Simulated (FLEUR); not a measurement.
# Ge (I4_1/amd) in FLEUR: further runs

One crystal, Ge, is run at these levels: PBE; tasks: equation of state.

Program: FLEUR MaX-R8.1 (later development tree). These are calculated values, not measurements. Logs are shortened: lines on timing, memory, paths and dates and some standing lists are left out, and cuts for length are marked.

## Step 1: The crystal as given

It takes space group I4_1/amd (No. 141, tetragonal). Conventional cell: a = 5.149 Å, b = 5.149 Å, c = 2.795 Å, α = 90.00°, β = 90.00°, γ = 90.00°. Ge (site symmetry -4m2) has 6 Ge at 2.67 to 2.79 Å as nearest neighbours.

This isn't the form of Ge at room conditions, which is diamond.

## Step 2: Equation of state, PBE, 17.41 Å³/atom (volume scaled by 0.94)

inp.xml reads:

```xml
<?xml version="1.0" encoding="UTF-8" standalone="no"?>
<fleurInput fleurInputVersion="0.39">
   <comment>
      Ge                                                                                                  
   </comment>
   <calculationSetup>
      <cutoffs Kmax="4.34" Gmax="13.4" GmaxXC="13.4" numbands="0"/>
      <scfLoop itmax="60" minDistance="0.00001" maxIterBroyd="15" imix="Anderson" alpha="0.05" precondParam="0.0" spinf="2.0" sdNocoIR="T"/>
      <coreElectrons ctail="T" frcor="F" kcrel="0" coretail_lmax="0"/>
      <xcFunctional name="pbe" relativisticCorrections="F"/>
      <magnetism jspins="1"/>
      <soc l_soc="F" theta="0.0" phi="0.0" spav="F"/>
      <expertModes spex="0" secvar="F"/>
      <geometryOptimization l_f="F" forcealpha="1.0" forcemix="BFGS" epsdisp="0.0005" epsforce="0.0002"/>
      <ldaU l_linMix="F" mixParam="0.05" spinf="1.0"/>
   </calculationSetup>
   <cell>
      <bzIntegration valenceElectrons="44.0" mode="hist" fermiSmearingEnergy="0.00183747">
         <kPointListSelection listName="default-1"/>
         <!-- k-points included here -->
         <xi:include xmlns:xi="http://www.w3.org/2001/XInclude" href="kpts.xml"> </xi:include>
      </bzIntegration>
      <!-- symmetry operations included here -->
      <xi:include xmlns:xi="http://www.w3.org/2001/XInclude" href="sym.xml"> </xi:include>
      <bulkLattice scale="0.9795861087">
         <bravaisMatrix>
            <row-1>   -4.8650804795084124     4.8650804795084124     2.6407271787013786</row-1>
            <row-2>    4.8650804795084124    -4.8650804795084124     2.6407271787013786</row-2>
            <row-3>    4.8650804795084124     4.8650804795084124    -2.6407271787013786</row-3>
         </bravaisMatrix>
      </bulkLattice>
   </cell>
   <atomSpecies>
      <species name="Germanium (Ge)" element="Ge" atomicNumber="32">
         <mtSphere radius="2.26" gridPoints="771" logIncrement="0.016"/>
         <atomicCutoffs lmax="9" lnonsphr="7"/>
         <electronConfig flipSpins="F">
            <coreConfig>(1s1/2) (2s1/2) (2p1/2) (2p3/2)</coreConfig>
            <valenceConfig>(3s1/2) (3p1/2) (3p3/2) (4s1/2) (3d3/2) (3d5/2) (4p1/2) (4p3/2)</valenceConfig>
            <stateOccupation state="(4p1/2)" spinUp="0.333333" spinDown="0.333333"/>
            <stateOccupation state="(4p3/2)" spinUp="0.666667" spinDown="0.666667"/>
         </electronConfig>
         <energyParameters s="4" p="4" d="3" f="4"/>
         <lo type="SCLO" l="0" n="3" eDeriv="0"/>
         <lo type="SCLO" l="1" n="3" eDeriv="0"/>
         <lo type="SCLO" l="1" n="3" eDeriv="1"/>
         <lo type="HELO" l="2" n="4" eDeriv="0"/>
         <lo type="HELO" l="2" n="4" eDeriv="1"/>
         <lo type="SCLO" l="3" n="4" eDeriv="2"/>
      </species>
   </atomSpecies>
   <atomGroups>
      <atomGroup species="Germanium (Ge)">
         <relPos label="                   1">-3.000/8.000 3.000/8.000 -1.000/4.000</relPos>
         <relPos label="                   2">3.000/8.000 -3.000/8.000 1.000/4.000</relPos>
         <force calculate="T" relaxXYZ="TTT"/>
      </atomGroup>
   </atomGroups>
   <output dos="F" band="F" slice="F">
      <checks vchk="F" cdinf="F"/>
      <bandDOS minEnergy="-.5*Htr" maxEnergy="0.5*Htr" sigma="0.015" storeEVData="T"/>
      <vacuumDOS vacdos="F" integ="F" star="F" nstars="0" locx1="0.0" locy1="0.0" locx2="0.0" locy2="0.0" nstm="0" tworkf="0.0"/>
      <unfoldingBand unfoldBand="F" supercellX="1" supercellY="1" supercellZ="1"/>
      <plotting iplot="0" polar="F">
         <plot TwoD="T" vec1="  1.0  0.0  0.0" vec2="  0.0  1.0  0.0" vec3="  0.0  0.0  1.0" zero="  0.0  0.0  0.0" file="plot"/>
      </plotting>
      <chargeDensitySlicing numkpt="0" minEigenval="0.0" maxEigenval="0.0" nnne="0" pallst="F"/>
      <specialOutput eonly="F"/>
      <moessbauerParams electricFieldGradient="T" isomerShift="T" coreHyperfine="T" valenceHyperfine="T"/>
      <magneticCircularDichroism mcd="F" energyLo="-10.0" energyUp="0.0"/>
   </output>
  <!-- We include the file relax.xml here to enable relaxations (see documentation) -->
  <xi:include xmlns:xi="http://www.w3.org/2001/XInclude" href="relax.xml"> <xi:fallback/> </xi:include>
</fleurInput>
```

Potentials or basis: all-electron, FLAPW.

On the command line:

```bash
> inpgen -f crystal.txt -profile fastHighL
> # inp.xml edited to the form shown
> fleur_MPI
```

Standard output:

```text
Welcome to FLEUR        (www.flapw.de)
      MaX-Release 8.1          (www.max-centre.eu)

 ========== k-point set info ==========
 Selected k-point list: default-1
 k-point list type: mesh
 11 x 11 x 11
 Number of k points: 126

 ------------Calculation Setup---------------------------
 Number of MPI-tasks      :            1
 Number of PE/node        :            1
 Number of OMP-threads    :            1
 Most efficient MPI parallelization for:
           1           2           3           6           7           9          14          18          21          42          63         126
 Additional eigenvalue parallelization possible
 Number of basis functions:          425
 Approximate size of matrices (H+S) per k-point:         0.003 GB
 --------------------------------------------------------
 Iteration:     1   Distance:       5.19132420 me/bohr^3
 Iteration:     2   Distance:       4.80487276 me/bohr^3
 Iteration:     3   Distance:       2.21383070 me/bohr^3
 Iteration:     4   Distance:       0.20306973 me/bohr^3
 Iteration:     5   Distance:       0.15820618 me/bohr^3
 Iteration:     6   Distance:       0.02214345 me/bohr^3
 Iteration:     7   Distance:       0.01919059 me/bohr^3
 Iteration:     8   Distance:       0.00227513 me/bohr^3
 Iteration:     9   Distance:       0.00025301 me/bohr^3
 Iteration:    10   Distance:       0.00017094 me/bohr^3
 Iteration:    11   Distance:       0.00001965 me/bohr^3
 Iteration:    12   Distance:       0.00001505 me/bohr^3
 Iteration:    13   Distance:       0.00000156 me/bohr^3

 ********************************************************************
 Run finished successfully
 Stop message:
   all done
 ********************************************************************
```

out.xml (last iteration):

```text
<iteration numberForCurrentRun="   13" overallNumber="   13">
         <energyParameters units="Htr">
            <atomicEP atomType="1" spin="1" branch="4s" branchLowest="-5.69" branchHighest="0.92" value="-0.0236429384"/>
            <atomicEP atomType="1" spin="1" branch="4p" branchLowest="-3.74" branchHighest="1.58" value="0.2002994383"/>
            <atomicEP atomType="1" spin="1" branch="3d" branchLowest="-9.99" branchHighest="-0.55" value="-0.5677841574"/>
            <atomicEP atomType="1" spin="1" branch="4f" branchLowest="-9.99" branchHighest="3.48" value="0.5662107546"/>
            <loAtomicEP atomType="1" spin="1" branch="3s" branchLowest="-49.89" branchHighest="-5.69" value="-5.6881128662"/>
            <loAtomicEP atomType="1" spin="1" branch="3p" branchLowest="-43.53" branchHighest="-3.74" value="-3.7471826488"/>
            <loAtomicEP atomType="1" spin="1" branch="3p" branchLowest="-43.53" branchHighest="-3.74" value="-3.7471826488"/>
            <heloAtomicEP atomType="1" spin="1" branch="4d" branchLowest="2.06" branchHighest="2.06" value="2.0602233713"/>
            <heloAtomicEP atomType="1" spin="1" branch="4d" branchLowest="2.06" branchHighest="2.06" value="2.0602233713"/>
            <loAtomicEP atomType="1" spin="1" branch="4f" branchLowest="-9.99" branchHighest="3.48" value="0.5662139079"/>
         </energyParameters>
         <eigenvalues>
            <eigenvaluesAt spin="1" ikpt="1" k_x="0.00000000" k_y="0.00000000" k_z="0.00000000">
                      -5.6881298152       -5.6881011663       -3.7455975483       -3.7455906162       -3.7449148683
                      -3.7449148683       -3.7447216565       -3.7447216565       -0.5828848130       -0.5809195958
                      -0.5797628057       -0.5795980827       -0.5749346630       -0.5749346630       -0.5746629411
                      -0.5746629411       -0.5719873125       -0.5691155232       -0.1790405092        0.1886990591
                       0.2373773212        0.2373773212        0.4453835885        0.6253519857        0.6253519857
                       0.6480200503        0.6572835530        0.7643147880        0.8002661678        0.8552360048
                       0.8817994088        0.8817994088        0.8930441960        0.8930441960
            </eigenvaluesAt>
            <eigenvaluesAt spin="1" ikpt="2" k_x="0.00000000" k_y="0.00000000" k_z="0.09090909">
                      -5.6881292572       -5.6881017549       -3.7455976191       -3.7455910519       -3.7449111313
                      -3.7449107657       -3.7447259215       -3.7447254240       -0.5826942179       -0.5809600032
                      -0.5797140313       -0.5795851466       -0.5750225457       -0.5748363876       -0.5746111807
                      -0.5745954631       -0.5721081071       -0.5693204966       -0.1755124463        0.1518319364
                       0.2412684863        0.2655632530        0.4640147016        0.5853775311        0.6059916989
                       0.6533219175        0.6593984864        0.7897761294        0.7987817150        0.8340297520
                       0.8927131007        0.9092915037        0.9093722336        0.9106451217
            </eigenvaluesAt>
            <eigenvaluesAt spin="1" ikpt="3" k_x="0.00000000" k_y="0.00000000" k_z="0.18181818">
                      -5.6881275825       -5.6881034671       -3.7455978739       -3.7455921705       -3.7448998751
                      -3.7448989277       -3.7447373774       -3.7447365601       -0.5821348723       -0.5810543532
                      -0.5800043103       -0.5790716952       -0.5752883368       -0.5745961291       -0.5744926576
                      -0.5743936190       -0.5724511982       -0.5698896490       -0.1649292139        0.0965298620
                       0.2528951573        0.2986191012        0.5160341745        0.5281798867        0.5632500968
                       0.6438692765        0.6536404976        0.7895244693        0.8095857078        0.8469714856
                       0.9229857206        0.9528075829        0.9543622749        0.9600098720
            </eigenvaluesAt>
            <eigenvaluesAt spin="1" ikpt="4" k_x="0.00000000" k_y="0.00000000" k_z="0.27272727">
                      -5.6881249012       -5.6881061362       -3.7455977607       -3.7455933889       -3.7448816200
                      -3.7448802135       -3.7447550788       -3.7447539378       -0.5812461077       -0.5811484152
                      -0.5803665211       -0.5782765052       -0.5757802455       -0.5743921423       -0.5742965368
                      -0.5740614865       -0.5729697148       -0.5706954598       -0.1473006186        0.0420125634
                       0.2721209314        0.3270745371        0.4717552663        0.5149358592        0.5913494774
                       0.6334589658        0.6412537918        0.7777592875        0.7909837557        0.9135330072
                       0.9679502247        0.9964695361        1.0026352999        1.0220127259
            </eigenvaluesAt>
         </eigenvalues>
         <bandgap value="0.0091344534" units="eV"/>
         <sumValenceSingleParticleEnergies value="-78.2258668463" units="Htr"/>
         <FermiEnergy value="0.3322420678" units="Htr"/>
         <valenceDensity>
            <mtCharges spin="1">
               <mtCharge atomType="1" total="20.1910073" s="3.1498190" p="7.0152040" d="10.0142736" f="0.0102255"/>
            </mtCharges>
            <spinDependentCharge spin="1" total="44.0000000" interstitial="3.6179854" mtSpheres="40.3820146"/>
            <totalCharge value="44.0000000000"/>
         </valenceDensity>
         <coreStates atomType="     1" atomicNumber=" 32" spin="1" kinEnergy="   1818.6092924524" eigValSum="  -1165.4468733790" lostElectrons=" 0.000000">
            <state n="1" l="0" j="0.5" energy="-402.2037887186" weight="1.0000000000"/>
            <state n="2" l="0" j="0.5" energy="-49.8929795587" weight="1.0000000000"/>
            <state n="2" l="1" j="0.5" energy="-44.3231631299" weight="1.0000000000"/>
            <state n="2" l="1" j="1.5" energy="-43.1517526411" weight="2.0000000000"/>
         </coreStates>
         <allElectronCharges>
            <spinDependentCharge spin="1" total="64.0000000" interstitial="3.6179854" mtSpheres="60.3820146"/>
            <totalCharge value="64.0000000003"/>
         </allElectronCharges>
         <moessbauerParams unitsHFF="kG" unitsIS="e/bohr^3" unitsEFG="Htr/bohr^2">
            <coreIsomerShift atomType="1" isTotal="31457.13114">
               <shell n="1" l="0" isomerShift="28559.19316"/>
               <shell n="2" l="0" isomerShift="2872.70335"/>
               <shell n="2" l="1" isomerShift="25.23464"/>
            </coreIsomerShift>
            <isomerShift atomType="1" nucleusRadius="0.0000986" averageDensity="31927.88102"/>
            <electricFieldGradient atomType="1" VXX="-0.15049" VYY="-0.15049" VZZ="0.30097" asymParam="0.00000">
            </electricFieldGradient>
         </moessbauerParams>
         <totalEnergy                                    value="    -4198.1488779926" units="Htr">
            <sumOfEigenvalues                            value="    -2409.1196136043">
               <coreElectrons value="-2330.8937467579"/>
               <valenceElectrons value="-78.2258668463"/>
            </sumOfEigenvalues>
            <densityCoulombPotentialIntegral value="-6487.7392911140"/>
            <densityEffectivePotentialIntegral value="-6695.2730014587"/>
            <chargeDenXCDenIntegral value="-159.5473854923"/>
            <FockExchangeEnergyValence value="0.0000000000"/>
            <FockExchangeEnergyCore value="0.0000000000"/>
            <atomTypeDependentContributions atomType="1">
               <electronNucleiInteractionDifferentMTs value="5047.8596457641"/>
               <MadelungTerm value="-33.0255890337"/>
            </atomTypeDependentContributions>
            <tkbTimesEntropy value="0.0002743349"/>
            <freeEnergy value="-4198.1491523276"/>
            <extrapolationTo0K value="-4198.1490151601"/>
         </totalEnergy>
         <densityConvergence units="me/bohr^3">
            <chargeDensity spin="1" distance="0.0000015630"/>
         </densityConvergence>
      </iteration>
```

Wall time 76 s (1 thread of Arm Neoverse V1, shared host); peak memory 0.07 GiB.

What came out:

| Property | Result |
| --- | --- |
| Free energy | -114237.4581 eV |
| Band gap on the k mesh | none (metal or under the smearing width) |
| Valence electrons inside the program's atomic spheres | Ge 20.19 (radii Ge 2.26 bohr) |

## Step 3: Equation of state, PBE, 17.78 Å³/atom (volume scaled by 0.96)

inp.xml, as its differences from that of step 2:

```diff
@@ -24,3 +24,3 @@
       <xi:include xmlns:xi="http://www.w3.org/2001/XInclude" href="sym.xml"> </xi:include>
-      <bulkLattice scale="0.9795861087">
+      <bulkLattice scale="0.9864848297">
          <bravaisMatrix>
```

Potentials or basis: all-electron, FLAPW.

On the command line:

```bash
> inpgen -f crystal.txt -profile fastHighL
> # inp.xml edited to the form shown
> fleur_MPI
```

Wall time 78 s (1 thread of Arm Neoverse V1, shared host); peak memory 0.07 GiB.

The run converged. Its results:

* Free energy: -114237.4948 eV
* Band gap on the k mesh: none (metal or under the smearing width)
* Valence electrons inside the program's atomic spheres: Ge 20.17 (radii Ge 2.26 bohr)

## Step 4: Equation of state, PBE, 18.15 Å³/atom (volume scaled by 0.98)

inp.xml, as its differences from that of step 3:

```diff
@@ -24,3 +24,3 @@
       <xi:include xmlns:xi="http://www.w3.org/2001/XInclude" href="sym.xml"> </xi:include>
-      <bulkLattice scale="0.9864848297">
+      <bulkLattice scale="0.9932883884">
          <bravaisMatrix>
```

On the command line:

```bash
> inpgen -f crystal.txt -profile fastHighL
> # inp.xml edited to the form shown
> fleur_MPI
```

It took 74 s on 1 thread of Arm Neoverse V1, shared host; peak memory 0.07 GiB.

Results (log left out):

| Quantity | Value |
| --- | --- |
| Free energy | -114237.5221 eV |
| Band gap on the k mesh | none (metal or under the smearing width) |
| Valence electrons inside the program's atomic spheres | Ge 20.15 (radii Ge 2.26 bohr) |

## Step 5: Equation of state, PBE, 18.52 Å³/atom

inp.xml, as its differences from that of step 4:

```diff
@@ -24,3 +24,3 @@
       <xi:include xmlns:xi="http://www.w3.org/2001/XInclude" href="sym.xml"> </xi:include>
-      <bulkLattice scale="0.9932883884">
+      <bulkLattice scale="1.0000000000">
          <bravaisMatrix>
```

On the command line:

```bash
> inpgen -f crystal.txt -profile fastHighL
> # inp.xml edited to the form shown
> fleur_MPI
```

Run time: 82 s. Hardware: 1 thread of Arm Neoverse V1, shared host; peak memory 0.07 GiB.

It converged, with:

| Quantity | Value |
| --- | --- |
| Free energy | -114237.5409 eV |
| Band gap on the k mesh | none (metal or under the smearing width) |
| Valence electrons inside the program's atomic spheres | Ge 20.14 (radii Ge 2.26 bohr) |

## Step 6: Equation of state, PBE, 18.89 Å³/atom (volume scaled by 1.02)

inp.xml, as its differences from that of step 5:

```diff
@@ -24,3 +24,3 @@
       <xi:include xmlns:xi="http://www.w3.org/2001/XInclude" href="sym.xml"> </xi:include>
-      <bulkLattice scale="1.0000000000">
+      <bulkLattice scale="1.0066227096">
          <bravaisMatrix>
```

Potentials or basis: all-electron, FLAPW.

On the command line:

```bash
> inpgen -f crystal.txt -profile fastHighL
> # inp.xml edited to the form shown
> fleur_MPI
```

It took 84 s on 1 thread of Arm Neoverse V1, shared host; peak memory 0.07 GiB.

Results (log left out):

```yaml
Free_energy: -114237.5522 eV
Band_gap_on_the_k_mesh: none (metal or under the smearing width)
Valence_electrons_inside_the_program's_atomic_spheres: Ge 20.12 (radii Ge 2.26 bohr)
```

## Step 7: Equation of state, PBE, 19.27 Å³/atom (volume scaled by 1.04)

inp.xml, as its differences from that of step 6:

```diff
@@ -24,3 +24,3 @@
       <xi:include xmlns:xi="http://www.w3.org/2001/XInclude" href="sym.xml"> </xi:include>
-      <bulkLattice scale="1.0066227096">
+      <bulkLattice scale="1.0131594038">
          <bravaisMatrix>
```

On the command line:

```bash
> inpgen -f crystal.txt -profile fastHighL
> # inp.xml edited to the form shown
> fleur_MPI
```

Wall time 86 s (1 thread of Arm Neoverse V1, shared host); peak memory 0.07 GiB.

The run converged. Its results:

* Free energy: -114237.5566 eV
* Band gap on the k mesh: none (metal or under the smearing width)
* Valence electrons inside the program's atomic spheres: Ge 20.11 (radii Ge 2.26 bohr)

## Step 8: Equation of state, PBE, 19.64 Å³/atom (volume scaled by 1.06)

inp.xml, as its differences from that of step 7:

```diff
@@ -24,3 +24,3 @@
       <xi:include xmlns:xi="http://www.w3.org/2001/XInclude" href="sym.xml"> </xi:include>
-      <bulkLattice scale="1.0131594038">
+      <bulkLattice scale="1.0196128224">
          <bravaisMatrix>
```

On the command line:

```bash
> inpgen -f crystal.txt -profile fastHighL
> # inp.xml edited to the form shown
> fleur_MPI
```

Wall time 82 s (1 thread of Arm Neoverse V1, shared host); peak memory 0.07 GiB.

Results (log left out):

```yaml
Free_energy: -114237.5547 eV
Band_gap_on_the_k_mesh: none (metal or under the smearing width)
Valence_electrons_inside_the_program's_atomic_spheres: Ge 20.09 (radii Ge 2.26 bohr)
```

## Step 9: Equation of state, PBE

Potentials or basis: all-electron, FLAPW.

This step only gathers the single runs of the series.

What came out:

- Equilibrium volume: 19.34 Å³/atom
- Bulk modulus at fixed shape and positions: 69 GPa
- Pressure derivative of the bulk modulus: 4.3

Energy against volume, from the lowest point:
```
volume (Å³/atom)  energy (meV/atom)
          17.413              49.23
          17.783              30.90
          18.154              17.24
          18.524               7.83
          18.895               2.19
          19.265               0.00
          19.636               0.92
```

Caveat: the cell was scaled at fixed shape and fractional positions, which overstates the stiffness of a crystal with free parameters, most of all of layers and chains.
